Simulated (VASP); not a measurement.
Write the native input for VASP 6.6.1 that does the following.

| Quantity | Value |
| --- | --- |
| Task | relaxation of cell and atoms |
| Functional | PBE |
| Potentials or basis | VASP PAW PBE potentials, release 64 (Ag, Cl) |
| Cutoff | 600 eV |
| k mesh | 8 × 8 × 8 |
| Occupations | gaussian, width 0.02 eV |
| Spin | no spin polarisation |
| Dipole correction | no |
| Further INCAR settings | ALGO = Normal; EDIFF = 1e-06; IBRION = 2; EDIFFG = -0.005; NSW = 100; ISIF = 3 |

The structure of AgCl lies in POSCAR:

```
AgCl
1.0
    0.0000000000      2.7731500000      2.7731500000
    2.7731500000      0.0000000000      2.7731500000
    2.7731500000      2.7731500000      0.0000000000
Ag Cl
1 1
Direct
    0.5000000000      0.5000000000      0.5000000000
    0.0000000000      0.0000000000      0.0000000000
```

One way to write it, as run:

INCAR

```
SYSTEM = AgCl
PREC     = Accurate       ! precision mode
ENCUT    = 600            ! plane-wave cutoff, eV
EDIFF    = 1E-6           ! SCF threshold, eV
ISMEAR   = 0              ! smearing method
SIGMA    = 0.02           ! smearing width, eV
LREAL    = .FALSE.        ! projectors in reciprocal space
LASPH    = .TRUE.         ! aspherical terms in the spheres
NELM     = 80             ! most SCF steps
ALGO     = Normal         ! electronic algorithm
ISIF     = 3              ! what is computed and relaxed
LWAVE    = .FALSE.        ! write WAVECAR
LCHARG   = .FALSE.        ! write CHGCAR
GGA      = PE             ! functional
IBRION   = 2              ! ionic algorithm
NSW      = 100            ! ionic steps
EDIFFG   = -0.005         ! ionic threshold
```

KPOINTS

```
regular mesh
0
G
  8 8 8
  0 0 0
```

Potentials or basis: VASP PAW PBE potentials, release 64 (Ag, Cl).

Command:

```console
$ cat potpaw_PBE.64/Ag/POTCAR potpaw_PBE.64/Cl/POTCAR > POTCAR
$ mpirun -np 1 vasp_std > vasp.out
```

Results of the run:

| Quantity | Value |
| --- | --- |
| Relaxed volume | 22.04 Å³/atom |
| Relaxed cell | a = 3.965 Å, b = 3.965 Å, c = 3.965 Å, α = 60.00°, β = 60.00°, γ = 60.00° |
| Space group after relaxing (to 0.05 Å) | Fm-3m (No. 225) |
| Energy gained by relaxing | 3.2 meV/atom |
| Ionic steps | 3 |
| Pressure after relaxing | 0.0 GPa |
| Band gap on the k mesh | 0.92 eV, indirect (least direct gap 3.08 eV) |

Wall time 20 s on 1 thread of AMD EPYC 9R45 96-Core Processor (Zen 5), with other jobs on the host, peak memory 0.17 GiB.
